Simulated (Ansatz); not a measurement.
Rh (simple cubic): energy against volume

Theory: DFT, PBE, plane waves (420 eV) with PAW, scalar-relativistic in Ansatz 0.2.0.

The cell is scaled uniformly from the relaxed one, with fractional coordinates and shape fixed. Energies are extrapolated to zero smearing, pressures are those at the given smearing. Magnetic state: non-magnetic.

A Birch-Murnaghan fit gives V₀ = 16.30 Å³/atom, B₀ = 184 GPa, B₀′ = 5.0.

What are the energy above the minimum and the pressure at 15.654 Å³/atom?

15.7 meV/atom and 8.27 GPa as computed.

What are the energy above the minimum and the pressure at 16.959 Å³/atom?

14.3 meV/atom and -6.53 GPa as computed.

What are the energy above the minimum and the pressure at 17.611 Å³/atom?

52.1 meV/atom and -11.61 GPa as computed.
